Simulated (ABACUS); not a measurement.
# InP (F-43m) in ABACUS: a series of runs

The runs below take InP through single point, relaxation of cell and atoms, with rSCAN, TM, RPBE, TASK.

All numbers are computed with ABACUS 3.10.1; they aren't measurements. Logs are shortened: lines on timing, memory, paths and dates and some standing lists are left out, and cuts for length are marked.

**The experiment to reproduce.**

A printed reference work, data compilation reports, for a bulk crystal of InP at 1.6 K: band gap 1.4236 eV (direct).

The runs below are set against these values where they give the same quantity.

### Step 1. Starting point

It takes space group F-43m (No. 216, cubic). Conventional cell: a = 5.861 Å, b = 5.861 Å, c = 5.861 Å, α = 90.00°, β = 90.00°, γ = 90.00°. Around In (site symmetry -43m) lie 4 P at 2.54 Å. Around P (site symmetry -43m) lie 4 In at 2.54 Å.

### Step 2. Single point, rSCAN

run_abacus.py

```python
"""ABACUS run from a structure file: ASE reads it, the script writes STRU, KPT and INPUT."""
import re
import subprocess
import spglib
from ase import Atoms
from ase.io import read
from ase.units import Bohr

atoms = read("InP.cif")
cell, frac, numbers = spglib.standardize_cell((atoms.cell[:], atoms.get_scaled_positions(), atoms.numbers), to_primitive=True, symprec=1e-4)
atoms = Atoms(numbers=numbers, cell=cell, scaled_positions=frac, pbc=True)  # the primitive cell
atoms = atoms[(-atoms.numbers).argsort(kind="stable")]  # ABACUS lists atoms element by element
pseudo = {'In': 'In_ONCV_PBE-1.2.upf', 'P': 'P_ONCV_PBE-1.2.upf'}
orbital = {}
magmoms = None
kmesh = [5, 5, 5]
params = {
    'suffix': 'InP',
    'calculation': 'scf',
    'basis_type': 'pw',
    'pseudo_dir': './',
    'symmetry': 1,
    'dft_functional': 'MGGA_X_RSCAN+MGGA_C_RSCAN',
    'ecutwfc': 82,
    'pseudo_rcut': 10,
    'nspin': 1,
    'nbands': 19,
    'ks_solver': 'dav',
    'smearing_method': 'fd',
    'smearing_sigma': 0.00367493,
    'scf_thr': 1e-08,
    'scf_nmax': 100,
    'mixing_type': 'broyden',
    'mixing_beta': 0.7,
    'cal_force': 1,
    'cal_stress': 1,
    'mixing_tau': 1,
    'out_chg': 1,
    'out_pot': 2,
    'out_elf': 1,
}

symbols = atoms.get_chemical_symbols()
elements = list(dict.fromkeys(symbols))
lines = ["ATOMIC_SPECIES"] + [f"{e} {atoms.get_masses()[symbols.index(e)]:.4f} {pseudo[e]}" for e in elements]
if orbital:
    lines += ["", "NUMERICAL_ORBITAL"] + [orbital[e] for e in elements]
lines += ["", "LATTICE_CONSTANT", f"{1 / Bohr:.10f}", "", "LATTICE_VECTORS"]
lines += [" ".join(f"{x:.10f}" for x in v) for v in atoms.cell]
lines += ["", "ATOMIC_POSITIONS", "Direct"]
for e in elements:
    lines += ["", e, "0.0", str(symbols.count(e))]
    for i, p in enumerate(atoms.get_scaled_positions(wrap=False)):
        if symbols[i] == e:
            mag = "" if magmoms is None else " mag " + " ".join(str(x) for x in (magmoms[i] if isinstance(magmoms[i], list) else [magmoms[i]]))
            lines.append(" ".join(f"{x:.10f}" for x in p) + " 1 1 1" + mag)
open("STRU", "w").write("\n".join(lines) + "\n")
open("KPT", "w").write("K_POINTS\n0\nGamma\n%d %d %d 0 0 0\n" % tuple(kmesh))
open("INPUT", "w").write("INPUT_PARAMETERS\n" + "".join(f"{k:<20s}{v}\n" for k, v in params.items()))

done = subprocess.run(['mpirun', '-np', '4', 'abacus'])
if done.returncode:
    raise SystemExit(done.returncode)
log = open("OUT.InP/running_scf.log").read()
print("final energy (eV):", re.findall(r"FINAL_ETOT_IS (\S+)", log))
```

InP.cif

```cif
data_InP
_cell_length_a 5.86100000
_cell_length_b 5.86100000
_cell_length_c 5.86100000
_cell_angle_alpha 90.00000000
_cell_angle_beta 90.00000000
_cell_angle_gamma 90.00000000
_space_group_name_H-M_alt 'F-43m'
_space_group_name_Hall 'F -4 2 3'
_space_group_IT_number 216
loop_
_space_group_symop_operation_xyz
'x,y,z'
'y,-x,-z'
'-x,-y,z'
'-y,x,-z'
'x,-y,-z'
'y,x,z'
'-x,y,-z'
'-y,-x,z'
'z,x,y'
'-z,y,-x'
'z,-x,-y'
'-z,-y,x'
'-z,x,-y'
'z,y,x'
'-z,-x,y'
'z,-y,-x'
'y,z,x'
'-x,-z,y'
'-y,z,-x'
'x,-z,-y'
'-y,-z,x'
'x,z,y'
'y,-z,-x'
'-x,z,-y'
'x,y+1/2,z+1/2'
'y,-x+1/2,-z+1/2'
'-x,-y+1/2,z+1/2'
'-y,x+1/2,-z+1/2'
'x,-y+1/2,-z+1/2'
'y,x+1/2,z+1/2'
'-x,y+1/2,-z+1/2'
'-y,-x+1/2,z+1/2'
'z,x+1/2,y+1/2'
'-z,y+1/2,-x+1/2'
'z,-x+1/2,-y+1/2'
'-z,-y+1/2,x+1/2'
'-z,x+1/2,-y+1/2'
'z,y+1/2,x+1/2'
'-z,-x+1/2,y+1/2'
'z,-y+1/2,-x+1/2'
'y,z+1/2,x+1/2'
'-x,-z+1/2,y+1/2'
'-y,z+1/2,-x+1/2'
'x,-z+1/2,-y+1/2'
'-y,-z+1/2,x+1/2'
'x,z+1/2,y+1/2'
'y,-z+1/2,-x+1/2'
'-x,z+1/2,-y+1/2'
'x+1/2,y,z+1/2'
'y+1/2,-x,-z+1/2'
'-x+1/2,-y,z+1/2'
'-y+1/2,x,-z+1/2'
'x+1/2,-y,-z+1/2'
'y+1/2,x,z+1/2'
'-x+1/2,y,-z+1/2'
'-y+1/2,-x,z+1/2'
'z+1/2,x,y+1/2'
'-z+1/2,y,-x+1/2'
'z+1/2,-x,-y+1/2'
'-z+1/2,-y,x+1/2'
'-z+1/2,x,-y+1/2'
'z+1/2,y,x+1/2'
'-z+1/2,-x,y+1/2'
'z+1/2,-y,-x+1/2'
'y+1/2,z,x+1/2'
'-x+1/2,-z,y+1/2'
'-y+1/2,z,-x+1/2'
'x+1/2,-z,-y+1/2'
'-y+1/2,-z,x+1/2'
'x+1/2,z,y+1/2'
'y+1/2,-z,-x+1/2'
'-x+1/2,z,-y+1/2'
'x+1/2,y+1/2,z'
'y+1/2,-x+1/2,-z'
'-x+1/2,-y+1/2,z'
'-y+1/2,x+1/2,-z'
'x+1/2,-y+1/2,-z'
'y+1/2,x+1/2,z'
'-x+1/2,y+1/2,-z'
'-y+1/2,-x+1/2,z'
'z+1/2,x+1/2,y'
'-z+1/2,y+1/2,-x'
'z+1/2,-x+1/2,-y'
'-z+1/2,-y+1/2,x'
'-z+1/2,x+1/2,-y'
'z+1/2,y+1/2,x'
'-z+1/2,-x+1/2,y'
'z+1/2,-y+1/2,-x'
'y+1/2,z+1/2,x'
'-x+1/2,-z+1/2,y'
'-y+1/2,z+1/2,-x'
'x+1/2,-z+1/2,-y'
'-y+1/2,-z+1/2,x'
'x+1/2,z+1/2,y'
'y+1/2,-z+1/2,-x'
'-x+1/2,z+1/2,-y'
loop_
_atom_site_label
_atom_site_type_symbol
_atom_site_symmetry_multiplicity
_atom_site_Wyckoff_symbol
_atom_site_fract_x
_atom_site_fract_y
_atom_site_fract_z
_atom_site_occupancy
In1 In 4 a 0.0000000000 0.0000000000 0.0000000000 1
P1 P 4 c 0.2500000000 0.2500000000 0.2500000000 1
```

Potentials or basis: SG15 ONCV 1.2 PBE, plane waves.

Run with:

```sh
$ OMP_NUM_THREADS=1 python run_abacus.py > log
```

running log:

```text
ABACUS v3.10.1

               Atomic-orbital Based Ab-initio Computation at UStc

 ------------------------------------------------------------------------------------

 READING GENERAL INFORMATION
                           global_out_dir = OUT.InP/
                           global_in_card = INPUT
                               pseudo_dir = ./
                              orbital_dir =
                                    DSIZE = 4
                                    GSIZE = 1

 READING UNITCELL INFORMATION
                                    ntype = 2
                  lattice constant (Bohr) = 1.88973
              lattice constant (Angstrom) = 1

 READING ATOM TYPE 1
                               atom label = In
                      L=0, number of zeta = 1
                      L=1, number of zeta = 1
                      L=2, number of zeta = 1
             number of atom for this type = 1

 READING ATOM TYPE 2
                               atom label = P
                      L=0, number of zeta = 1
                      L=1, number of zeta = 1
                      L=2, number of zeta = 1
             number of atom for this type = 1

                        TOTAL ATOM NUMBER = 2
DIRECT COORDINATES
    atom                   x                   y                   z     mag                  vx                  vy                  vz
taud_In1            0.0000000000        0.0000000000        0.0000000000  0.0000        0.0000000000        0.0000000000        0.0000000000
taud_P1            0.2500000000        0.2500000000        0.2500000000  0.0000        0.0000000000        0.0000000000        0.0000000000

                          Volume (Bohr^3) = 339.666
                             Volume (A^3) = 50.3332

 Lattice vectors: (Cartesian coordinate: in unit of a_0)
                   +0             +2.9305             +2.9305
              +2.9305                  +0             +2.9305
              +2.9305             +2.9305                  +0
 Reciprocal vectors: (Cartesian coordinate: in unit of 2 pi/a_0)
            -0.170619           +0.170619           +0.170619
            +0.170619           -0.170619           +0.170619
            +0.170619           +0.170619           -0.170619
 The esolver type has been set to : ksdft_pw

                PAO radial cut off (Bohr) = 10

 Read in pseudopotential file is In_ONCV_PBE-1.2.upf
                     pseudopotential type = NC
          exchange-correlation functional = PBE
                 nonlocal core correction = 0
                        valence electrons = 13
                                     lmax = 2
                           number of zeta = 0
                     number of projectors = 6
                           L of projector = 0
                           L of projector = 0
                           L of projector = 1
                           L of projector = 1
                           L of projector = 2
                           L of projector = 2
 XC functional updated to : MGGA_X_RSCAN+MGGA_C_RSCAN
          exchange-correlation functional = MGGA_X_RSCAN+MGGA_C_RSCAN
[... 163 lines left out ...]
 --------------- sum -------------------
        4            409           5329

 SETUP NONLOCAL PSEUDOPOTENTIALS IN PLANE WAVE BASIS
 In non-local projectors:
 projector 1 L=0
 projector 2 L=0
 projector 3 L=1
 projector 4 L=1
 projector 5 L=2
 projector 6 L=2
 P non-local projectors:
 projector 1 L=0
 projector 2 L=0
 projector 3 L=1
 projector 4 L=1
      TOTAL NUMBER OF NONLOCAL PROJECTORS = 26

 Init Non-Local PseudoPotential table :
 Init Non-Local-Pseudopotential done.

                                     npwx = 1064

 -------------------------------------------
 SELF-CONSISTENT
 -------------------------------------------
                                 init_chg = atomic

 PW ALGORITHM --------------- ION=   1  ELEC=   1--------------------------------
 Notice: Threshold on eigenvalues was too large.
 hsover_error=0.18 > DRHO=0.112757
 Origin diag ethr = 0.01
 New diag ethr = 0.000626425

 Density error is 0.112564041962
                          Error Threshold = 0.000626425319025
----------------------------------------------------------
     Energy           Rydberg                 eV
----------------------------------------------------------
 E_KohnSham     -117.0334456248      -1592.3217170705
 E_Harris       -118.0247814000      -1605.8095322438
 E_Fermi        0.5157344292         7.0169268918
----------------------------------------------------------
[... 63 lines left out ...]
 Density error is 2.56317149379e-09
                          Error Threshold = 9.16009137105e-10
----------------------------------------------------------
     Energy           Rydberg                 eV
----------------------------------------------------------
 E_KohnSham     -117.1064691855      -1593.3152535844
 E_KS(sigma->0) -117.1064686572      -1593.3152463962
 E_Harris       -117.1066108435      -1593.3171809396
 E_band         -3.4279587423        -46.6397714038
 E_one_elec     -40.8559221230       -555.8733379175
 E_Hartree      30.1380486478        410.0491882112
 E_xc           -16.6681905130       -226.7823663266
 E_Ewald        -89.7204041406       -1220.7087231750
 E_entropy(-TS) -0.0000010566        -0.0000143764
 E_descf        0.0000000000         0.0000000000
 E_exx          0.0000000000         0.0000000000
 E_Fermi        0.5715078499         7.7757632101
----------------------------------------------------------

 charge density convergence is achieved
 final etot is -1593.3152536 eV
 EFERMI = 7.7757632101 eV
The vacuum level is 10.154412689 eV

 STATE ENERGY(eV) AND OCCUPATIONS    NSPIN == 1
 1/10 kpoint (Cartesian) = 0.0000 0.0000 0.0000 (1063 pws)
       1       -6.75564      0.0160000
       2       -6.75564      0.0160000
       3       -6.75564      0.0160000
       4       -6.56822      0.0160000
       5       -6.56822      0.0160000
       6       -4.77482      0.0160000
[... 104 lines left out ...]
       6       -2.64797       0.384000
[... 11 lines left out ...]
      18        22.6042        0.00000
      19        22.9997        0.00000

[... levels at 4 further k points ...]

------------------------------------------------------------------------------------------
 TOTAL-FORCE (eV/Angstrom)
------------------------------------------------------------------------------------------
                       In1         0.0000000000         0.0000000000         0.0000000000
                        P1         0.0000000000         0.0000000000         0.0000000000
------------------------------------------------------------------------------------------

----------------------------------------------------------------
 TOTAL-STRESS (KBAR)
----------------------------------------------------------------
         2.5616388149        -0.0000000000        -0.0000000000
         0.0000000000         2.5616388149        -0.0000000000
         0.0000000000         0.0000000000         2.5616388149
----------------------------------------------------------------
 TOTAL-PRESSURE: 2.561639 KBAR

 --------------------------------------------
 !FINAL_ETOT_IS -1593.3152535843587430 eV
 --------------------------------------------
```

Run time: 14 s. Hardware: 4 MPI ranks of Intel Xeon Platinum 8375C at 2.90GHz (Ice Lake), shared host; peak memory 0.36 GiB.

What came out:

```
Free energy            : -1593.3153 eV
Pressure               : 0.3 GPa
Band gap on the k mesh : 0.74 eV, direct
```

Caveat: the potentials were made for another functional, which shifts forces and pressure; spin-orbit coupling is left out, which moves the levels of the heavy elements.

### Step 3. Relaxation of cell and atoms, rSCAN

Edit run_abacus.py of step 2 so:

```diff
@@ -3,4 +3,2 @@
 import subprocess
-import spglib
-from ase import Atoms
 from ase.io import read
@@ -9,4 +7,2 @@
 atoms = read("InP.cif")
-cell, frac, numbers = spglib.standardize_cell((atoms.cell[:], atoms.get_scaled_positions(), atoms.numbers), to_primitive=True, symprec=1e-4)
-atoms = Atoms(numbers=numbers, cell=cell, scaled_positions=frac, pbc=True)  # the primitive cell
 atoms = atoms[(-atoms.numbers).argsort(kind="stable")]  # ABACUS lists atoms element by element
@@ -18,3 +14,3 @@
     'suffix': 'InP',
-    'calculation': 'scf',
+    'calculation': 'cell-relax',
     'basis_type': 'pw',
@@ -26,3 +22,3 @@
     'nspin': 1,
-    'nbands': 19,
+    'nbands': 13,
     'ks_solver': 'dav',
@@ -37,5 +33,8 @@
     'mixing_tau': 1,
-    'out_chg': 1,
-    'out_pot': 2,
-    'out_elf': 1,
+    'relax_nmax': 60,
+    'force_thr_ev': 0.02,
+    'relax_method': 'cg',
+    'out_stru': 1,
+    'stress_thr': 0.2,
+    'kpar': 4,
 }
@@ -63,3 +62,3 @@
     raise SystemExit(done.returncode)
-log = open("OUT.InP/running_scf.log").read()
+log = open("OUT.InP/running_cell-relax.log").read()
 print("final energy (eV):", re.findall(r"FINAL_ETOT_IS (\S+)", log))
```

InP.cif

```cif
data_InP
_cell_length_a 4.14435284
_cell_length_b 4.14435284
_cell_length_c 4.14435284
_cell_angle_alpha 60.00000000
_cell_angle_beta 60.00000000
_cell_angle_gamma 60.00000000
_space_group_name_H-M_alt 'P1'
_space_group_name_Hall 'P 1'
_space_group_IT_number 1
loop_
_space_group_symop_operation_xyz
'x,y,z'
loop_
_atom_site_label
_atom_site_type_symbol
_atom_site_symmetry_multiplicity
_atom_site_Wyckoff_symbol
_atom_site_fract_x
_atom_site_fract_y
_atom_site_fract_z
_atom_site_occupancy
In1 In 1 a 0.0000000000 0.0000000000 0.0000000000 1
P1 P 1 a 0.7500000000 0.7500000000 0.7500000000 1
```

Potentials or basis: SG15 ONCV 1.2 PBE, plane waves.

Run with:

```sh
$ OMP_NUM_THREADS=1 python run_abacus.py > log
```

Run time: 26 s. Hardware: 4 MPI ranks of Intel Xeon Platinum 8375C at 2.90GHz (Ice Lake), shared host; peak memory 0.4 GiB.

It converged, with:

```yaml
Free_energy: -1593.3154 eV
Relaxed_volume: 25.26 Å³/atom
Relaxed_cell: a = 4.149 Å, b = 4.149 Å, c = 4.149 Å, α = 60.00°, β = 60.00°, γ = 60.00°
Space_group_after_relaxing_to_0.05_Å: F-43m (No. 216)
Energy_gained_by_relaxing: 0.1 meV/atom
Ionic_steps: 3
Pressure_after_relaxing: 0.0 GPa
Band_gap_on_the_k_mesh: 0.72 eV, direct
```

The path:
```tsv
step	energy change (eV)	largest force (eV/Å)	pressure (GPa)	volume (Å³)
1	0.0000	0.0000	0.25	50.33
2	-0.0001	0.0000	-0.15	50.63
3	-0.0001	0.0000	0.00	50.52
```

Final structure:
```yaml
crystal:
  lattice:
    - [4.14936, 0.00000, 0.00000]
    - [2.07468, 3.59345, 0.00000]
    - [2.07468, 1.19782, 3.38794]
  atoms:
    - { symbol: In, position: [0.00000, 0.00000, 0.00000] }
    - { symbol: P, position: [0.75000, 0.75000, 0.75000] }
```

Levels at points of the mesh, in eV from the valence-band top:
```csv
k point,band 5,band 6,band 7,band 8,band 9,band 10,band 11,band 12,band 13
"(0.00, 0.00, 0.00)",-13.94,-12.13,0.00,0.00,0.00,0.72,4.27,4.27,4.27
```

Caveat: the potentials were made for another functional, which shifts forces and pressure; spin-orbit coupling is left out, which moves the levels of the heavy elements.

(Part 1 of 2 ends here.)
